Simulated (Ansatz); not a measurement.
Wanted: the native input for an Ansatz 0.2.0 run.

```
Task                : single point
Functional          : PBE
Potentials or basis : Ansatz PAW
Cutoff              : 420 eV (not typed: the program's choice for these potentials)
k mesh              : 10 × 10 × 10
Occupations         : gaussian, width 0.023 eV
Spin                : no spin polarisation
```

The system is TaN.

```xyz
2
Lattice="0.0000 2.2113 2.2113 2.2113 0.0000 2.2113 2.2113 2.2113 0.0000" Properties=species:S:1:pos:R:3 pbc="T T T"
Ta    2.2113    2.2113    2.2113
N     0.0000    0.0000    0.0000
```

The cell comes from a database or a generator and needn't be the stable form of this composition.

The input as run:

input.yaml

```yaml
crystal:
  lattice:
    - [0.0, 2.211323, 2.211323]
    - [2.211323, 0.0, 2.211323]
    - [2.211323, 2.211323, 0.0]
  atoms:
    - { symbol: Ta, position: [0.5, 0.5, 0.5] }
    - { symbol: "N", position: [0.0, 0.0, 0.0] }
hamiltonian:
  xc: pbe
  pseudopotentials: { kind: paw }
kpoints:
  mp_grid: { grid: [10, 10, 10] }
scf:
  occupations: { method: gaussian, width: 0.023 }
output:
  forces: true
  stress: true
  eigenvalues: true
```

Potentials or basis: Ansatz PAW.

Command:

```sh
$ ansatz run input.yaml --threads 2 --pin off --max-ram 5632MiB --backend cpu --events-out ev --progress --plain --runs-dir out
```

Results of the run:

| Quantity | Value |
| --- | --- |
| Pressure | -1.4 GPa |
| Band gap on the k mesh | none (metal or under the smearing width) |

Caveat: the pressure holds a Pulay correction of +0.5 GPa for the finite cutoff.

Run time: 0.84 s on 2 threads of Arm Neoverse V1, with other jobs on the host, peak memory 0.28 GiB.
